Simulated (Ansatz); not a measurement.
Space group Fm-3m (No. 225). a = 3.830 Å, b = 3.830 Å, c = 3.830 Å, α = 90.00°, β = 90.00°, γ = 90.00°
| atom | site | symmetry | x | y | z |
| --- | --- | --- | --- | --- | --- |
| Rh | 4a | m-3m | 0.0000 | 0.0000 | 0.0000 |

Equation of state of this Rh structure (not necessarily the ground state), with shape and atoms relaxed at each volume where symmetry leaves them free. It has no gap at any of these volumes. Level of theory: DFT PBE, scalar-relativistic, plane waves, PAW (Ansatz).

Plane waves to 420 eV, a k mesh through Γ of 24×24×24 on the computed 1-atom cell and Gaussian smearing (0.10 eV); no spin polarisation.

```json
{"V (Å³/atom)": "12.355", "E − E(largest V) (meV/atom)": "117.98", "P (GPa)": "45.76"}
{"V (Å³/atom)": "12.777", "E − E(largest V) (meV/atom)": "17.82", "P (GPa)": "31.02"}
{"V (Å³/atom)": "13.198", "E − E(largest V) (meV/atom)": "-46.92", "P (GPa)": "18.75"}
{"V (Å³/atom)": "13.619", "E − E(largest V) (meV/atom)": "-82.19", "P (GPa)": "8.54"}
{"V (Å³/atom)": "14.040", "E − E(largest V) (meV/atom)": "-92.93", "P (GPa)": "0.05"}
{"V (Å³/atom)": "14.462", "E − E(largest V) (meV/atom)": "-83.28", "P (GPa)": "-7.00"}
{"V (Å³/atom)": "14.883", "E − E(largest V) (meV/atom)": "-56.73", "P (GPa)": "-12.84"}
{"V (Å³/atom)": "15.444", "E − E(largest V) (meV/atom)": "0.00", "P (GPa)": "-19.07"}
```

Q: Fit a third-order Birch–Murnaghan equation, E = E0 + (9V0B0/16)·[(x − 1)³B0' + (x − 1)²(6 − 4x)] with x = (V0/V)^(2/3), to E(V).

A: V0 = 14.04 Å³/atom, B0 = 257 GPa, B0' = 5.2.

The cell was reached from a generator's guess, though it ends in a space group that the Crystallography Open Database lists for this formula.
